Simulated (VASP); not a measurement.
AlP:

```xyz
2
Lattice="0.0000 2.7365 2.7365 2.7365 0.0000 2.7365 2.7365 2.7365 0.0000" Properties=species:S:1:pos:R:3 pbc="T T T"
Al    0.0000    0.0000    0.0000
P     1.3682    1.3682    1.3682
```

The cell was built by a generator and isn't the measured one.

* Program: VASP 6.6.1
* Task: relaxation of cell and atoms
* Functional: LDA
* Potentials or basis: VASP PAW LDA potentials, release 64 (Al, P)
* Cutoff: 600 eV
* k mesh: 8 × 8 × 8
* Occupations: gaussian, width 0.02 eV
* Spin: no spin polarisation

At the start: pressure -1.8 GPa; volume 20.49 Å³/atom.

Question: Where does the relaxation end?

Answer: Over 3 steps the energy falls by 2.4 meV/atom and the volume is 20.07 Å³/atom (-2.1 %); space group F-43m (No. 216, to 0.05 Å).

Step by step:
```csv
step,energy change (eV),largest force (eV/Å),pressure (GPa),volume (Å³)
1,0.0000,0.0000,-1.80,40.98
2,-0.0030,0.0000,1.17,39.63
3,-0.0048,0.0000,0.00,40.14
```

Final structure:
```
Al P
1.0
     0.00000    2.71762    2.71762
     2.71762    0.00000    2.71762
     2.71762    2.71762    0.00000
Al P
1 1
Direct
  0.00000 0.00000 0.00000
  0.25000 0.25000 0.25000
```
